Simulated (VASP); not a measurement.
# Vibrations of BP at several levels of theory

How much do the zone-centre frequencies of BP depend on the functional? The starting structure is a measured crystal structure from the Crystallography Open Database.

Program: VASP 6.6.1. Level of theory: Kohn-Sham DFT with plane waves and PAW; LDA, PBEsol, PBE, PBEsol + D3(BJ), r2SCAN, r2SCAN + rVV10 and HSE06. Results are calculated unless marked as measured.

### 1. Set-up

It takes space group F-43m (No. 216, cubic). Conventional cell: a = 4.538 Å, b = 4.538 Å, c = 4.538 Å, α = 90.00°, β = 90.00°, γ = 90.00°. Nearest to P lie 4 B at 1.97 Å. B has 4 P at 1.97 Å nearest. Farther neighbours are not listed.

### 2. Modes with LDA

LDA, the lowest rung, knows the local density alone. The cell comes from a relaxation at this level, not shown (22.63 Å³).

File INCAR:

```
SYSTEM = BP
PREC = Accurate
ENCUT = 450
EDIFF = 1E-08
NELM = 100
ISMEAR = 0
SIGMA = 0.03
LREAL = .FALSE.
ALGO = Normal
GGA = CA
NBANDS = 10
LORBIT = 11
LWAVE = .FALSE.
LCHARG = .FALSE.
KPAR = 2
IBRION = 8
LEPSILON = .TRUE.
ISIF = 2
```

File POSCAR:

```
BP
1.0
    0.0000000000      2.2450226657      2.2450226657
    2.2450226657      0.0000000000      2.2450226657
    2.2450226657      2.2450226657      0.0000000000
P B
1 1
Direct
    0.7500000000      0.7500000000      0.7500000000
    0.0000000000      0.0000000000      0.0000000000
```

File KPOINTS:

```
Automatic mesh
0
Gamma
8 8 8
0 0 0
```

The projector-augmented-wave data sets are P and B (LDA family, release 64).

Launch:

```sh
mpirun -np 2 vasp_std
```

The log of the run:

```text
[banner, memory and clock lines left out]
running    2 mpi-ranks, on    1 nodes
 distrk:  each k-point on    1 cores,    2 groups
 distr:  one band on    1 cores,    1 groups

 POSCAR found type information on POSCAR P B
 POSCAR found :  2 types and       2 ions
 LDA part: xc-table for (Slater(with rela. corr.)+CA(PZ))
 , standard interpolation
 POSCAR, INCAR and KPOINTS ok, starting setup
 FFT: planning ... GRIDC
 FFT: planning ... GRID_SOFT
 FFT: planning ... GRID
 WAVECAR not read
 entering main loop
       N       E                     dE             d eps       ncg     rms          rms(c)
DAV:   1     0.528424408697E+01    0.52842E+01   -0.36788E+03   580   0.636E+02
DAV:   2    -0.147786301609E+02   -0.20063E+02   -0.19327E+02   818   0.106E+02
DAV:   3    -0.152963822259E+02   -0.51775E+00   -0.51686E+00   692   0.150E+01
DAV:   4    -0.152985702312E+02   -0.21880E-02   -0.21878E-02   724   0.117E+00
DAV:   5    -0.152985804750E+02   -0.10244E-04   -0.10243E-04   708   0.729E-02    0.769E+00
DAV:   6    -0.145330103525E+02    0.76557E+00   -0.17782E+00   648   0.624E+00    0.407E+00
DAV:   7    -0.144099357710E+02    0.12307E+00   -0.29413E-01   728   0.290E+00    0.131E+00
DAV:   8    -0.143968471918E+02    0.13089E-01   -0.35430E-02   684   0.105E+00    0.245E-01
DAV:   9    -0.143968758405E+02   -0.28649E-04   -0.74218E-04   660   0.205E-01    0.161E-01
DAV:  10    -0.143968725389E+02    0.33017E-05   -0.13850E-04   646   0.707E-02    0.337E-02
DAV:  11    -0.143968744966E+02   -0.19577E-05   -0.67856E-06   736   0.139E-02    0.379E-02
DAV:  12    -0.143968741597E+02    0.33690E-06   -0.19234E-06   674   0.633E-03    0.881E-03
DAV:  13    -0.143968741666E+02   -0.69591E-08   -0.74174E-08   718   0.172E-03
   1 F= -.14396874E+02 E0= -.14396874E+02  d E =-.785329E-22
 Linear response reoptimize wavefunctions to high precision
DAV:   1    -0.143968741634E+02    0.32139E-08   -0.12934E-08   656   0.529E-04
DAV:   2    -0.143968741634E+02    0.16939E-10   -0.24772E-10   350   0.127E-04
 Linear response G [H, r] |phi>, progress :
  Direction:   1
       N       E                     dE             d eps       ncg     rms
RMM:   1    -0.452839897158E+02   -0.45284E+02   -0.98761E+01  1444   0.441E+01
RMM:   2    -0.335133125848E+02    0.11771E+02   -0.31483E+00   939   0.111E+01
RMM:   3    -0.334609798564E+02    0.52333E-01   -0.48578E-02   984   0.116E+00
RMM:   4    -0.334597317766E+02    0.12481E-02   -0.34225E-03  1025   0.142E-01
RMM:   5    -0.334594512999E+02    0.28048E-03   -0.24043E-04  1018   0.184E-02
RMM:   6    -0.334594336433E+02    0.17657E-04   -0.53836E-05  1043   0.284E-03
RMM:   7    -0.334594295975E+02    0.40458E-05   -0.10036E-05  1004   0.583E-04
RMM:   8    -0.334594294793E+02    0.11814E-06   -0.74011E-06   881   0.252E-04
RMM:   9    -0.334594288300E+02    0.64930E-06   -0.15386E-06   768   0.216E-04
RMM:  10    -0.334594289664E+02   -0.13638E-06   -0.25788E-05   707   0.212E-04
RMM:  11    -0.334594288226E+02    0.14379E-06   -0.93334E-06   650   0.209E-04
RMM:  12    -0.334594290023E+02   -0.17969E-06   -0.28450E-05   558   0.211E-04
 Linear response G [H, r] |phi>, progress :
  Direction:   2
       N       E                     dE             d eps       ncg     rms
RMM:   1    -0.415076826677E+02   -0.41508E+02   -0.94338E+01  1444   0.420E+01
RMM:   2    -0.340672388968E+02    0.74404E+01   -0.20393E+00   934   0.955E+00
RMM:   3    -0.340472512440E+02    0.19988E-01   -0.29355E-02   981   0.968E-01
RMM:   4    -0.340467795081E+02    0.47174E-03   -0.33040E-03  1010   0.122E-01
RMM:   5    -0.340464979831E+02    0.28152E-03   -0.21568E-04  1023   0.157E-02
RMM:   6    -0.340464805485E+02    0.17435E-04   -0.29676E-05  1035   0.250E-03
RMM:   7    -0.340464765359E+02    0.40126E-05    0.28402E-05  1004   0.576E-04
RMM:   8    -0.340464760194E+02    0.51653E-06    0.67113E-06   866   0.303E-04
RMM:   9    -0.340464762376E+02   -0.21823E-06   -0.16615E-05   769   0.274E-04
RMM:  10    -0.340464760166E+02    0.22098E-06   -0.16225E-05   733   0.272E-04
RMM:  11    -0.340464756972E+02    0.31949E-06    0.76161E-07   636   0.270E-04
RMM:  12    -0.340464758520E+02   -0.15487E-06    0.25145E-05   544   0.272E-04
 Linear response G [H, r] |phi>, progress :
  Direction:   3
       N       E                     dE             d eps       ncg     rms
RMM:   1    -0.254427050838E+02   -0.25443E+02    0.60189E+01  1386   0.410E+01
RMM:   2    -0.203100686281E+02    0.51326E+01   -0.24237E+00   933   0.984E+00
RMM:   3    -0.202760794283E+02    0.33989E-01   -0.43763E-02   982   0.109E+00
RMM:   4    -0.202752201657E+02    0.85926E-03   -0.40503E-04  1019   0.137E-01
RMM:   5    -0.202752190287E+02    0.11371E-05   -0.11665E-05  1015   0.187E-02
RMM:   6    -0.202752190375E+02   -0.88591E-08   -0.13306E-06  1033   0.302E-03
RMM:   7    -0.202752190391E+02   -0.15853E-08   -0.47094E-06   982   0.708E-04
RMM:   8    -0.202752189969E+02    0.42234E-07   -0.30567E-06   879   0.357E-04
RMM:   9    -0.202752192129E+02   -0.21605E-06   -0.10631E-06   739   0.312E-04
RMM:  10    -0.202752192186E+02   -0.56868E-08    0.48498E-06   666   0.309E-04
RMM:  11    -0.202752192215E+02   -0.29334E-08   -0.10353E-05   568   0.308E-04
RMM:  12    -0.202752192192E+02    0.23346E-08    0.19623E-05   500   0.309E-04
 Linear response to external field (no local field effect), progress :
[...]
RMM:   2    -0.560914350329E+00   -0.20851E-01   -0.54498E-03  3076   0.437E-01    0.122E+00
RMM:   3    -0.545188052164E+00    0.15726E-01   -0.64628E-03  3147   0.464E-01    0.683E-01
RMM:   4    -0.557723463682E+00   -0.12535E-01   -0.61309E-03  3133   0.464E-01    0.112E-01
RMM:   5    -0.561812231344E+00   -0.40888E-02   -0.15122E-04  3144   0.813E-02    0.172E-02
RMM:   6    -0.561878757001E+00   -0.66526E-04   -0.10049E-06  3285   0.990E-03    0.864E-03
RMM:   7    -0.561952150658E+00   -0.73394E-04   -0.14813E-07  3243   0.281E-03    0.347E-04
RMM:   8    -0.561959084300E+00   -0.69336E-05   -0.18518E-09  3450   0.340E-04    0.177E-04
RMM:   9    -0.561959389878E+00   -0.30558E-06    0.59102E-09  3331   0.205E-04    0.409E-05
RMM:  10    -0.561959160334E+00    0.22954E-06   -0.53790E-10  2044   0.400E-05    0.606E-06
 change of polarisation eV/A/(eV/A) component  1 :     1.066     0.323     0.193
 dielectric tensor                  component  1 :     9.520     2.579     1.539
 Linear response to external field, progress :
  Direction:   2
       N       E                     dE             d eps       ncg     rms          rms(c)
RMM:   1    -0.540108929097E+00   -0.54011E+00   -0.24638E+00  4267   0.294E+00
RMM:   2    -0.560908395411E+00   -0.20799E-01   -0.55679E-03  3076   0.437E-01    0.122E+00
RMM:   3    -0.545186241037E+00    0.15722E-01   -0.64822E-03  3147   0.464E-01    0.683E-01
RMM:   4    -0.557721075341E+00   -0.12535E-01   -0.61362E-03  3133   0.464E-01    0.112E-01
RMM:   5    -0.561811435576E+00   -0.40904E-02   -0.15076E-04  3144   0.813E-02    0.172E-02
RMM:   6    -0.561879097633E+00   -0.67662E-04   -0.96745E-07  3282   0.989E-03    0.864E-03
RMM:   7    -0.561952285390E+00   -0.73188E-04   -0.15378E-07  3254   0.280E-03    0.347E-04
RMM:   8    -0.561959268942E+00   -0.69836E-05   -0.19762E-09  3443   0.341E-04    0.177E-04
RMM:   9    -0.561959548313E+00   -0.27937E-06    0.22803E-09  3325   0.203E-04    0.409E-05
RMM:  10    -0.561959316489E+00    0.23182E-06   -0.29423E-08  2069   0.397E-05    0.609E-06
 change of polarisation eV/A/(eV/A) component  2 :     0.311     1.066     0.169
 dielectric tensor                  component  2 :     2.484     9.520     1.348
 Linear response to external field, progress :
  Direction:   3
       N       E                     dE             d eps       ncg     rms          rms(c)
RMM:   1    -0.540065570894E+00   -0.54007E+00   -0.24633E+00  4267   0.294E+00
RMM:   2    -0.560910769208E+00   -0.20845E-01   -0.55268E-03  3076   0.437E-01    0.122E+00
RMM:   3    -0.545186716622E+00    0.15724E-01   -0.64774E-03  3147   0.464E-01    0.683E-01
RMM:   4    -0.557721601137E+00   -0.12535E-01   -0.61333E-03  3133   0.464E-01    0.112E-01
RMM:   5    -0.561811831254E+00   -0.40902E-02   -0.15089E-04  3144   0.813E-02    0.172E-02
RMM:   6    -0.561879002153E+00   -0.67171E-04   -0.97045E-07  3286   0.989E-03    0.864E-03
RMM:   7    -0.561952290727E+00   -0.73289E-04   -0.15429E-07  3251   0.280E-03    0.347E-04
RMM:   8    -0.561959261764E+00   -0.69710E-05    0.14597E-10  3452   0.341E-04    0.177E-04
RMM:   9    -0.561959552109E+00   -0.29034E-06    0.43986E-09  3321   0.204E-04    0.409E-05
RMM:  10    -0.561959319081E+00    0.23303E-06   -0.17648E-08  2062   0.401E-05    0.610E-06
 change of polarisation eV/A/(eV/A) component  3 :     0.242     0.273     1.066
 dielectric tensor                  component  3 :     1.935     2.184     9.520
 Linear response DOF=           2
 Linear response progress:
  Degree of freedom:   1/  2
       N       E                     dE             d eps       ncg     rms          rms(c)
RMM:   1    -0.438778092828E-01   -0.43878E-01   -0.24835E-04  4399   0.143E+00
RMM:   2    -0.411077801076E-01    0.27700E-02   -0.28025E-03  2957   0.219E-01    0.151E-01
RMM:   3    -0.409531112671E-01    0.15467E-03   -0.20255E-04  3130   0.370E-02    0.857E-02
RMM:   4    -0.412230505706E-01   -0.26994E-03   -0.98976E-05  3085   0.359E-02    0.791E-03
RMM:   5    -0.411869419305E-01    0.36109E-04   -0.16642E-05  3218   0.607E-03    0.384E-03
RMM:   6    -0.411800553261E-01    0.68866E-05    0.39889E-06  3217   0.822E-04    0.243E-03
RMM:   7    -0.411796311537E-01    0.42417E-06    0.67216E-06  3275   0.427E-04    0.119E-04
RMM:   8    -0.411792006353E-01    0.43052E-06    0.63655E-06  3307   0.844E-05    0.522E-05
RMM:   9    -0.411792588165E-01   -0.58181E-07    0.49854E-06  3403   0.387E-05    0.420E-06
RMM:  10    -0.411792688204E-01   -0.10004E-07    0.50196E-06  3481   0.227E-05    0.518E-06
RMM:  11    -0.411792129509E-01    0.55869E-07    0.54301E-06  3007   0.204E-05    0.343E-07
RMM:  12    -0.411792068273E-01    0.61236E-08    0.54901E-06  1747   0.192E-05    0.114E-07
RMM:  13    -0.411792061928E-01    0.63446E-09    0.54993E-06  1321   0.192E-05    0.210E-08
 first order change of Fermi-energy   0.42603E-03
 force on displaced ion       1 direction 1 : -19.805   0.000   0.000
 Born effective charge ion    1 direction 1 :   0.580   0.000   0.000
 Linear response progress:
  Degree of freedom:   2/  2
       N       E                     dE             d eps       ncg     rms          rms(c)
RMM:   1    -0.468292977935E-01   -0.46829E-01   -0.10460E-02  4614   0.115E+00
RMM:   2    -0.427109196867E-01    0.41184E-02   -0.34414E-04  2997   0.240E-01    0.154E-01
RMM:   3    -0.427100608157E-01    0.85887E-06    0.31713E-05  3053   0.941E-02    0.805E-02
RMM:   4    -0.431291897900E-01   -0.41913E-03   -0.48315E-05  3011   0.888E-02    0.973E-03
RMM:   5    -0.431215771322E-01    0.76127E-05    0.82566E-06  3201   0.110E-02    0.122E-03
RMM:   6    -0.431244691928E-01   -0.28921E-05   -0.13006E-07  3204   0.135E-03    0.447E-04
RMM:   7    -0.431230434008E-01    0.14258E-05   -0.39182E-07  3274   0.366E-04    0.111E-04
RMM:   8    -0.431233065115E-01   -0.26311E-06   -0.83333E-07  3360   0.733E-05    0.322E-05
RMM:   9    -0.431233086170E-01   -0.21056E-08   -0.11741E-06  3411   0.333E-05    0.354E-06
RMM:  10    -0.431233208981E-01   -0.12281E-07   -0.10301E-06  3444   0.174E-05    0.136E-06
RMM:  11    -0.431233142059E-01    0.66921E-08   -0.10671E-06  3067   0.143E-05    0.262E-07
RMM:  12    -0.431233145895E-01   -0.38353E-09   -0.10842E-06  2044   0.132E-05    0.966E-08
 first order change of Fermi-energy  -0.18969E-03
 force on displaced ion       2 direction 1 : -19.805   0.000   0.000
 Born effective charge ion    2 direction 1 :  -0.661   0.000   0.000
 Born effective charges drift removed
 Linear response finished
```

Run time: 49 s. Hardware: 2 MPI ranks of AMD EPYC 9R14 (Zen 4), shared host; peak memory 0.28 GiB; 96 s of CPU time.

Lines that name or quote the potential files are left out of all logs, and their timing lines are given in words.

Parts of OUTCAR (step 2):

```text
ion  position               nearest neighbor table
   1  0.750  0.750  0.750-   2 1.94   2 1.94   2 1.94   2 1.94
   2  0.000  0.000  0.000-   1 1.94   1 1.94   1 1.94   1 1.94

  LATTYP: Found a face centered cubic cell.
 ALAT       =     4.4900453314

 Subroutine GETGRP returns: Found 24 space group operations
 (whereof 24 operations were pure point group operations)

The static configuration has the point symmetry T_d .

 Found     29 irreducible k-points:

   k-points           NKPTS =     29   k-points in BZ     NKDIM =     29   number of bands    NBANDS=     10

   dimension x,y,z NGX =    24 NGY =   24 NGZ =   24
   dimension x,y,z NGXF=    48 NGYF=   48 NGZF=   48

   ENCUT  =  450.0 eV  33.07 Ry    5.75 a.u.   5.49  5.49  5.49*2*pi/ulx,y,z

   NELECT =       8.0000    total number of electrons

 k-points in reciprocal lattice and weights: Automatic mesh
   0.00000000  0.00000000  0.00000000       0.002
   0.12500000  0.00000000  0.00000000       0.016
   0.25000000  0.00000000  0.00000000       0.016
   0.37500000  0.00000000  0.00000000       0.016
   0.50000000  0.00000000  0.00000000       0.008
   0.12500000  0.12500000  0.00000000       0.012
   0.25000000  0.12500000  0.00000000       0.047
   0.37500000  0.12500000  0.00000000       0.047
   0.50000000  0.12500000  0.00000000       0.047
[...]
-0.37500000  0.50000000  0.12500000       0.023
  -0.25000000  0.50000000  0.25000000       0.012

 average (electrostatic) potential at core
       1 -81.8952       2 -29.5432

  Total       -0.0017782     -0.0017782     -0.0017782      0.0000000     -0.0000000      0.0000000
  in kB       -0.1258893     -0.1258893     -0.1258893      0.0000000     -0.0000000      0.0000000
  external PRESSURE =      -0.1258893 kB  Pullay stress =       0.0000000 kB

  energy-cutoff  :      450.00
  volume of cell :       22.63
      direct lattice vectors                 reciprocal lattice vectors
     0.000000000  2.245022666  2.245022666    -0.222714901  0.222714901  0.222714901
     2.245022666  0.000000000  2.245022666     0.222714901 -0.222714901  0.222714901
     2.245022666  2.245022666  0.000000000     0.222714901  0.222714901 -0.222714901

 POSITION                                       TOTAL-FORCE (eV/Angst)
 -----------------------------------------------------------------------------------
      3.36753      3.36753      3.36753         0.000000      0.000000      0.000000
      0.00000      0.00000      0.00000        -0.000000     -0.000000     -0.000000
 -----------------------------------------------------------------------------------
    total drift:                               -0.000000     -0.000000     -0.000000

 MACROSCOPIC STATIC DIELECTRIC TENSOR (including local field effects in DFT)
 ------------------------------------------------------
           9.520237     0.000000     0.000000
           0.000000     9.520237     0.000000
           0.000000     0.000000     9.520237
 ------------------------------------------------------

 PIEZOELECTRIC TENSOR (including local field effects)  for field in x, y, z        (C/m^2)
          XX          YY          ZZ          XY          YZ          ZX
  --------------------------------------------------------------------------------
  x     0.00000     0.00000     0.00000     0.00000    -0.16300     0.00000
  y    -0.00000    -0.00000    -0.00000     0.00000     0.00000    -0.16300
  z     0.00000    -0.00000     0.00000    -0.16300     0.00000     0.00000

 BORN EFFECTIVE CHARGES (including local field effects) (in |e|, cummulative output)
 ---------------------------------------------------------------------------------
 ion    1
    1     0.61831     0.00000     0.00000
    2    -0.00000     0.61831    -0.00000
    3     0.00000    -0.00000     0.61831
 ion    2
    1    -0.61831     0.00000    -0.00000
    2     0.00000    -0.61831     0.00000
    3    -0.00000     0.00000    -0.61831

 Eigenvectors and eigenvalues of the dynamical matrix
 ----------------------------------------------------

   1 f  =   24.576112 THz   154.416266 2PiTHz  819.770857 cm-1   101.638587 meV
             X         Y         Z           dx          dy          dz
      3.367534  3.367534  3.367534     0.000000    0.508658    0.000000
      0.000000  0.000000  0.000000     0.000000   -0.860969    0.000000

   2 f  =   24.576112 THz   154.416266 2PiTHz  819.770857 cm-1   101.638587 meV
             X         Y         Z           dx          dy          dz
      3.367534  3.367534  3.367534    -0.508658    0.000000    0.000000
      0.000000  0.000000  0.000000     0.860969    0.000000    0.000000

   3 f  =   24.576112 THz   154.416266 2PiTHz  819.770857 cm-1   101.638587 meV
             X         Y         Z           dx          dy          dz
      3.367534  3.367534  3.367534     0.000000    0.000000   -0.508658
      0.000000  0.000000  0.000000     0.000000    0.000000    0.860969

   4 f/i=    0.000108 THz     0.000676 2PiTHz    0.003589 cm-1     0.000445 meV
             X         Y         Z           dx          dy          dz
      3.367534  3.367534  3.367534     0.860969    0.000000    0.000000
      0.000000  0.000000  0.000000     0.508658    0.000000    0.000000

   5 f/i=    0.000108 THz     0.000676 2PiTHz    0.003589 cm-1     0.000445 meV
             X         Y         Z           dx          dy          dz
      3.367534  3.367534  3.367534     0.000000   -0.860969    0.000000
      0.000000  0.000000  0.000000     0.000000   -0.508658    0.000000

   6 f/i=    0.000108 THz     0.000676 2PiTHz    0.003589 cm-1     0.000445 meV
             X         Y         Z           dx          dy          dz
      3.367534  3.367534  3.367534     0.000000    0.000000    0.860969
      0.000000  0.000000  0.000000     0.000000    0.000000    0.508658

 MACROSCOPIC STATIC DIELECTRIC TENSOR IONIC CONTRIBUTION
 ------------------------------------------------------
           0.154356     0.000000    -0.000000
           0.000000     0.154356     0.000000
          -0.000000     0.000000     0.154356
 ------------------------------------------------------

 ELASTIC MODULI CONTR FROM IONIC RELAXATION (kBar)
 Direction    XX          YY          ZZ          XY          YZ          ZX
 --------------------------------------------------------------------------------
 XX          -0.0000     -0.0000     -0.0000      0.0000      0.0000      0.0000
 YY          -0.0000     -0.0000     -0.0000      0.0000      0.0000     -0.0000
 ZZ          -0.0000     -0.0000     -0.0000      0.0000      0.0000      0.0000
 XY           0.0000      0.0000      0.0000   -213.4651      0.0000     -0.0000
 YZ           0.0000      0.0000      0.0000      0.0000   -213.4651     -0.0000
 ZX           0.0000     -0.0000      0.0000     -0.0000     -0.0000   -213.4651
 --------------------------------------------------------------------------------

 PIEZOELECTRIC TENSOR IONIC CONTR  for field in x, y, z        (C/m^2)
          XX          YY          ZZ          XY          YZ          ZX
  --------------------------------------------------------------------------------
  x    -0.00000    -0.00000    -0.00000    -0.00000     0.17080     0.00000
  y    -0.00000     0.00000    -0.00000     0.00000     0.00000     0.17080
  z    -0.00000    -0.00000    -0.00000     0.17080    -0.00000     0.00000
```

Energies printed during the response cycles are not total energies of the cell.

LDA: the zone-centre mode is T2 819.8 cm⁻¹.

(Part 1 of 3 ends here.)

[Lines on the potential files, build, host, timing and source positions are cut from VASP's logs without a mark.]

[Logs are printed without paths, hosts, clocks, repeated set-up lines and the standing remarks that a program may print on its own settings, such as how far it seeks lower states.]

[Hosts, paths, dates, database ids (printed as entryN), source tags and the programs' standing remarks are cut or masked in the printed files.]
